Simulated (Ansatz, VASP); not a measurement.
# ZrH: VASP beside Ansatz

```xyz
2
Lattice="-1.6292 1.6292 2.4819 1.6292 -1.6292 2.4819 1.6292 1.6292 -2.4819" Properties=species:S:1:pos:R:3 pbc="T T T"
Zr    0.0000    0.0000    0.0000
H     0.0000    1.6292    1.2410
```

The cell comes from a database or a generator and needn't be the stable form of this composition.

Alike in both runs: task single point; functional LDA; k mesh 12 × 12 × 12; no spin polarisation.

|  | VASP | Ansatz |
| --- | --- | --- |
| version | VASP 6.6.1 | Ansatz 0.2.0 |
| potentials or method | VASP PAW LDA potentials, release 64 (Zr_sv, H) | plane waves, PAW |
| plane-wave cutoff (eV) | 520 | 450 |
| occupations | methfessel-paxton of order 1, width 0.15 eV | cold, width 0.15 eV |
| valence electrons in the cell | 13 | 13 |

Ansatz gave:

| Item | Value |
| --- | --- |
| pressure (GPa) | -3.9 |
| largest component of the traceless stress (GPa) | 0.12 |

Question: Which values does VASP return?

Answer: Pressure (GPa): -3.7; largest component of the traceless stress (GPa): 0.16.
